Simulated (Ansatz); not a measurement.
## Computed properties of Ga

```
CELL_PARAMETERS angstrom
0.00000 2.11742 2.11742
2.11742 0.00000 2.11742
2.11742 2.11742 0.00000
ATOMIC_POSITIONS crystal
Ga 0.00000 0.00000 0.00000
```

The structure comes from a relaxation in the same program, started in the fcc type, and has space group Fm-3m. Whether it is a known phase or the ground state wasn't checked.

Level of theory: Ansatz 0.2.0, DFT, PBE, all-electron LAPW, scalar-relativistic.

Settings: a Γ-centred 17×17×17 k mesh, Fermi–Dirac smearing of 0.05 eV, basis error target 0.25 meV/atom, no spin polarisation.

* Band gap: none: with an odd electron count and no spin polarisation the bands can't all be full, a metal in this set-up (spin order or a larger cell could open a gap)
* Density of states at the Fermi level (0.2 eV bin): 0.34 states/eV per cell
* Volume per atom: 18.99 Å³
* Pressure at this cell: 0.2 kbar
